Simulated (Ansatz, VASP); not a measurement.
This is a calculation of Hf for VASP 6.6.1.

run.py

```python
from ase.calculators.vasp import Vasp
from ase.dft.bandgap import bandgap
from ase.spacegroup import crystal

atoms = crystal(
    ['Hf'],
    basis=[[0.0, 0.0, 0.0]],
    spacegroup=229,
    setting=1,
    cellpar=[3.61, 3.61, 3.61, 90.0, 90.0, 90.0],
    primitive_cell=True,
)
calc = Vasp(
    directory='calc',
    xc='rpbe',
    pp='PBE',
    setups='gw',
    prec='Accurate',
    encut=550,
    ediff=1e-06,
    ismear=0,
    sigma=0.1,
    lreal=False,
    lasph=True,
    nelm=80,
    algo='Normal',
    isif=2,
    lwave=False,
    lcharg=False,
    kpts=[10, 10, 10],
    gamma=True,
)
atoms.calc = calc

print('energy (eV):', atoms.get_potential_energy())
print('free energy (eV):', atoms.get_potential_energy(force_consistent=True))
print('forces (eV/A):')
print(atoms.get_forces())
print('stress (eV/A^3, Voigt):', atoms.get_stress())
print('Fermi level (eV):', calc.get_fermi_level())
gap, top, bottom = bandgap(calc)
print('band gap (eV):', gap, 'from (spin, k, band)', top, 'to', bottom)
```

Potentials or basis: VASP PAW PBE potentials, release 64 (Hf_sv_GW).

Launch:

```console
$ python run.py
```

Q: Set up the same calculation for Ansatz 0.2.0. Potentials there: Ansatz PAW.

A: As run (the cutoff follows the program's own potentials):

input.yaml

```yaml
crystal:
  lattice:
    - [-1.805, 1.805, 1.805]
    - [1.805, -1.805, 1.805]
    - [1.805, 1.805, -1.805]
  atoms:
    - { symbol: Hf, position: [0.0, 0.0, 0.0] }
hamiltonian:
  xc: rpbe
  pseudopotentials: { kind: paw }
kpoints:
  mp_grid: { grid: [10, 10, 10] }
scf:
  occupations: { method: gaussian, width: 0.1 }
output:
  forces: true
  stress: true
  eigenvalues: true
```

Potentials or basis: Ansatz PAW.

The run is started by

```sh
$ ansatz run input.yaml --threads 1 --pin off --max-ram 3584MiB --backend cpu --events-out ev --progress --plain --runs-dir out
```

Both were run:

|  | VASP | Ansatz | Ansatz less VASP |
| --- | --- | --- | --- |
| gap on the k mesh at the Fermi level (eV) | none | none | - |
| pressure (GPa) | -2.7 | -2.3 | +0.48 |

A gap of «none» marks a metal or a gap that the smearing closes. The two sets of potentials don't hold the same shells in valence.

Caveats: the PAW data sets were made with another functional, which shifts forces and pressure a little (VASP); the PAW data sets come from PBE, with cores solved anew for the run's functional, which leaves a small shift of forces and pressure (Ansatz). Spin-orbit coupling is left out, which matters for the levels of Hf.
